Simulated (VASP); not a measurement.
Here is a VASP 6.6.1 calculation.

The input INCAR:

```
SYSTEM = GaSe
ALGO = Normal
EDIFF = 1E-6
ENCUT = 520
GGA = PE
ISIF = 2
ISMEAR = 0
KPAR = 4
LASPH = .TRUE.
LCHARG = .FALSE.
LREAL = .FALSE.
LWAVE = .FALSE.
NELM = 80
PREC = Accurate
SIGMA = 0.03
```

The input KPOINTS:

```
k-points
0
G
  6 6 1
  0 0 0
```

File POSCAR:

```
GaSe                                    
1.0
    3.7709714895     -0.0000000000      0.0000000000
   -1.8854857447      3.2657571068     -0.0000000000
    0.0000000000      0.0000000000     15.9666906441
  Ga              Se            
     4     4
Direct
     0.3333333332999970    0.6666666667000030    0.1734622962948735
     0.6666666667000030    0.3333333332999970    0.6734622962948734
     0.3333333332999970    0.6666666667000030    0.3265377037051265
     0.6666666667000030    0.3333333332999970    0.8265377037051266
     0.3333333332999970    0.6666666667000030    0.5995067271578944
     0.6666666667000030    0.3333333332999970    0.0995067271578945
     0.3333333332999970    0.6666666667000030    0.9004932728421056
     0.6666666667000030    0.3333333332999970    0.4004932728421055
```

Contents of KPOINTS_OPT:

```
explicit points
6
Reciprocal
 0.0000000000  0.0000000000  0.0000000000 1
 0.0000000000  0.0000000000  0.5000000000 1
 0.3333333333  0.3333333333  0.5000000000 1
 0.3333333333  0.3333333333  0.0000000000 1
 0.5000000000  0.0000000000  0.5000000000 1
 0.5000000000  0.0000000000  0.0000000000 1
```

Potentials or basis: VASP PAW PBE potentials, release 64 (Ga_d, Se).

The run is started by

```sh
$ cat potpaw_PBE.64/Ga_d/POTCAR potpaw_PBE.64/Se/POTCAR > POTCAR
$ mpirun -np 4 vasp_std > vasp.out
```

(1) Estimate the pressure.

(2) What does it give for the band gap along the path?

(3) Predict the band gap on the k mesh.

Results:

(1) 2.1 GPa.

(2) 0.85 eV, direct.

(3) 0.85 eV, direct.

Caveat: this functional lacks dispersion, which binds the layers, so the pressure and a relaxed spacing across them are unreliable.
